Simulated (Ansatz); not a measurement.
CdS (distorted cell), a single point

Program: the Python package of Ansatz (0.2.0).

The cells in order, each with its output:

**Cell 1**
```python
from collections import Counter
from pathlib import Path
import json

import ansatz as az
import numpy as np
from pymatgen.core import Structure
from scipy.ndimage import map_coordinates
```

**Cell 2**
```python
MESH = (3, 4, 3)
XC = "r2scan"
SMEARING = "Gaussian"
WIDTH_EV = 0.02
```

**Cell 3**
```python
lattice = az.Lattice.of(
    [-0.04198, 2.76721, 2.76508],
    [2.73019, 0.00986, 2.71325],
    [2.76156, 2.74674, -0.02151],
)
sites = [
    ("Cd", [0.9996, 0.95477, 0.04081]),
    ("S", [0.50341, 0.47982, 0.52519]),
]
crystal = az.Crystal(lattice=lattice)
for symbol, position in sites:
    crystal = crystal.atom(symbol, position)
```

**Cell 4**
```python
[site.symbol for site in crystal.resolved().sites]
```
Output:
```text
['Cd', 'S']
```

**Cell 5**
```python
calc = (
    crystal.calculation()
    .kpoints(*MESH)
    .functional(XC)
    .occupations(SMEARING, width=WIDTH_EV)
    .compute(density_of_states={"energy_step": 0.05, "method": "smearing", "broadening_width": 0.15}, density=True, potential=True, electron_localization_function=True, output_files={"volumetric_format": "npy"})
    .band_densities([("v1", "v1"), ("c1", "c1")])
)
done = calc.run(events_out="events.ndjson")
data = done.report
```
Output:
```text
DeckWarning: basis.ecutwfc = 500 eV, auto-derived from the records' recommended cutoffs: set by Cd (their level for a meta-GGA)
```

**Cell 6**
```python
[(site.symbol, site.position_frac.round(4).tolist()) for site in done.lattice.sites]
```
Output:
```text
[(<Element.CD: 'Cd'>, [0.9996, 0.9548, 0.0408]), (<Element.S: 'S'>, [0.5034, 0.4798, 0.5252])]
```

**Cell 7**
```python
data["n_kpoints"], data["n_symmetry_ops"], data["n_pw"]
```
Output:
```text
(19, 1, 1053)
```

**Cell 8**
```python
sorted(key for key in data if key.endswith("_ev"))
```
Output:
```text
['band_edges_ev', 'eigenvalues_ev', 'energy_sigma0_ev', 'entropy_ts_ev', 'fermi_energy_ev',
 'free_energy_ev', 'gap_by_band_count_ev', 'harris_foulkes_ev', 'internal_energy_ev',
 'lagrangian_above_aufbau_ev', 'lagrangian_ev', 'lagrangian_sigma0_ev', 'loop_eigenvalues_ev',
 'loop_fermi_energy_ev', 'occupations_fermi_energy_ev', 'residual_norms_ev']
```

**Cell 9**
```python
with open("events.ndjson") as stream:
    kinds = Counter(json.loads(line)["event"] for line in stream)
print("events:", {kind: kinds[kind] for kind in ("scf_iter", "scf_done", "notice", "finished")})
```
Output:
```text
events: {'scf_iter': 6, 'scf_done': 1, 'notice': 2, 'finished': 1}
```

**Cell 10**
```python
energy = data["free_energy_ev"]
print("CdS: {:.6f} eV = {:.6f} Ry = {:.6f} Ha".format(energy, energy / 13.605693, energy / 27.211386))
print("Fermi level {:.4f} eV, {} k-points, {} symmetry operations".format(data["fermi_energy_ev"], data["n_kpoints"], data["n_symmetry_ops"]))
```
Output:
```text
CdS: -9175.309931 eV = -674.372848 Ry = -337.186424 Ha
Fermi level 9.8238 eV, 19 k-points, 1 symmetry operations
```

**Cell 11**
```python
dos = done.density_of_states()
energy = np.asarray(dos.energies_ev) - dos.fermi_ev
states, count = np.asarray(dos.spin_summed_g_bin_mean_per_ev), np.asarray(dos.spin_summed_integrated)
g_fermi = float(np.interp(0.0, energy, states))
print(f"g(E_F) = {g_fermi:.3f} states/eV per cell")
for low, high in ((-10, -6), (-6, -3), (-3, 0), (0, 3)):
    print(f"states between {low} and {high} eV: {np.interp(high, energy, count) - np.interp(low, energy, count):.3f}")
```
Output:
```text
g(E_F) = 0.000 states/eV per cell
states between -10 and -6 eV: 10.000
states between -6 and -3 eV: 2.888
states between -3 and 0 eV: 3.112
states between 0 and 3 eV: 1.017
```

**Cell 12**
```python
folder = Path(done.write_results("fields"))
print("densities in e/A^3, potentials in eV, ELF without unit")
for name in sorted(p.name for p in folder.glob("*.npy")):
    field = np.load(folder / name)
    print(f"{name:16s} {str(field.shape):16s} min {field.min():10.4f}  mean {field.mean():10.4f}  max {field.max():10.4f}")
```
Output:
```text
densities in e/A^3, potentials in eV, ELF without unit
bands_c1_c1.rho.npy (30, 30, 30)     min     0.0139  mean     0.0478  max     0.4001
bands_c1_c1.rho_filtered.npy (30, 30, 30)     min     0.0018  mean     0.0468  max     0.2473
bands_c1_c1.rho_soft.npy (30, 30, 30)     min     0.0025  mean     0.0470  max     0.2865
bands_v1_v1.rho.npy (30, 30, 30)     min    -0.0702  mean     0.0478  max     0.4139
bands_v1_v1.rho_filtered.npy (30, 30, 30)     min     0.0006  mean     0.0464  max     0.4376
bands_v1_v1.rho_soft.npy (30, 30, 30)     min     0.0006  mean     0.0466  max     0.4475
elf.npy          (30, 30, 30)     min     0.0017  mean     0.3230  max     0.9178
rho.npy          (30, 30, 30)     min    -0.0220  mean     0.6210  max    26.3176
v_es.npy         (30, 30, 30)     min   -29.5123  mean     6.6528  max    13.8546
v_tot.npy        (30, 30, 30)     min   -62.9918  mean    -4.1088  max     9.9446
```

**Cell 13**
```python
used = data["setup"]
print("cutoffs (eV):", used["ecut_ev"], used["ecutrho_ev"], " FFT grid:", used["fft_dense"])
print("cell volume {:.3f} A^3, {} symmetry operations".format(used["cell_volume_ang3"], used["n_sym_ops"]))
```
Output:
```text
cutoffs (eV): 500.0 2000.0  FFT grid: [30, 30, 30]
cell volume 41.870 A^3, 1 symmetry operations
```

**Cell 14**
```python
final = Structure(done.lattice.cell_ang, [s.symbol for s in done.lattice.sites], [s.position_frac for s in done.lattice.sites])
rho = done.density()
total = sum(channel.density_e_per_ang3 for channel in rho.channels[:2])
grid_cell = np.asarray(rho.fft_grid_basis) @ done.lattice.cell_ang
partner = min(final.get_neighbors(final[0], 5.0), key=lambda n: n.nn_distance)
line = np.linspace(final[0].coords, partner.coords, 13)
points = (line @ np.linalg.inv(grid_cell)) * rho.dims
values = map_coordinates(total, points.T, order=3, mode="grid-wrap")
print(f"from {final[0].specie} to {partner.specie}, {partner.nn_distance:.3f} A")
for t, value in zip(np.linspace(0, partner.nn_distance, 13), values):
    print(f"{t:7.3f} A  {value:9.4f} e/A^3")
```
Output:
```text
from Cd to S, 2.672 A
  0.000 A    26.4934 e/A^3
  0.223 A    21.5491 e/A^3
  0.445 A    11.6147 e/A^3
  0.668 A     4.0997 e/A^3
  0.891 A     1.0591 e/A^3
  1.113 A     0.3826 e/A^3
  1.336 A     0.3136 e/A^3
  1.559 A     0.4492 e/A^3
  1.781 A     0.7566 e/A^3
  2.004 A     1.1025 e/A^3
  2.227 A     1.0201 e/A^3
  2.450 A     0.3706 e/A^3
  2.672 A    -0.0451 e/A^3
```

**Cell 15**
```python
for name, window in zip(("top filled band", "lowest empty band"), done.band_densities().windows):
    field = window.outcome.density.channels[0].density_e_per_ang3
    ratio = field.mean() ** 2 / np.mean(field ** 2)
    print(f"{name}: band {window.window.first}, participation ratio {ratio:.3f} of the cell")
```
Output:
```text
top filled band: band 13, participation ratio 0.340 of the cell
lowest empty band: band 14, participation ratio 0.742 of the cell
```

Caveats:
- Total energies depend on the potentials; only differences at equal settings carry meaning. A total without «per atom» is that of the cell as typed.
- Along an axis with an odd division the mesh misses the point at one half; a gap read on a finite mesh is an upper bound on this functional's gap.
- Semilocal gaps usually lie well under measured ones.
- The k-point mesh is coarse, and energy and stress weren't tested for convergence.
- The zero of the levels is a convention of the potentials, so an absolute Fermi energy is no work function.
- This is a high-temperature or high-pressure form, not the ambient phase.
- In a crystal with a gap the Fermi level's place inside it depends on smearing and mesh.
- The crystal has a gap of about 1.43 eV on the mesh; any density of states at or just above the Fermi level is the tail of the broadening.
- Densities and potentials on the grid are those of the valence electrons, and inside the cores they hang on the potentials used.
- The cell is a database structure, distorted on purpose.
- Gaps and levels are Kohn-Sham values on a finite set of k-points, without spin-orbit coupling.
- Warnings are shown shortened and without file and line.
- The computed bands are complete only to about 6.6 eV above the Fermi level; beyond that the density of states is undercounted.
- It ran for 6 s on 1 thread of Arm Neoverse V1 (shared host), peak memory 0.46 GiB.

(Lines on the test bed's own set-up are left out of the output.)
